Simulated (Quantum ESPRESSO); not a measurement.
Hf, 1 atom in the cell. It takes space group Im-3m (No. 229, cubic). The conventional cell has a = 3.610 Å, b = 3.610 Å, c = 3.610 Å, α = 90.00°, β = 90.00°, γ = 90.00°. Hf (site symmetry m-3m) is surrounded by 8 Hf at 3.13 Å. This isn't the form of Hf at room conditions, which is hcp.

```yaml
Program: Quantum ESPRESSO 7.5
Task: band structure
Functional: PBEsol
Potentials_or_basis: GBRV 1.5 PBEsol
Cutoff: 612 eV
Density_cutoff: 4898 eV
k_mesh: 10 × 10 × 10
Occupations: fermi-dirac, width 0.05 eV
Spin: no spin polarisation
Mixing_beta: 0.5
Most_SCF_iterations: 120
SCF_threshold: 2e-10 Ry
```

Potentials or basis: GBRV 1.5 PBEsol.

Command:

```bash
$ OMP_NUM_THREADS=1 mpirun -n 2 pw.x -nk 2 -in pw.in > pw.out
$ OMP_NUM_THREADS=1 mpirun -n 2 pw.x -nk 2 -in bands.in > bands.out
```

Hardware: 2 MPI ranks on Arm Neoverse V2 (shared host).

Task: Estimate the wall time of this run.

Result: Run time: 7.8 s on 2 MPI ranks on Arm Neoverse V2 (shared host), peak memory 0.22 GiB a rank. Counts: scf iterations 9, k pools 2, bands 12, k points 47, g dense 18245.
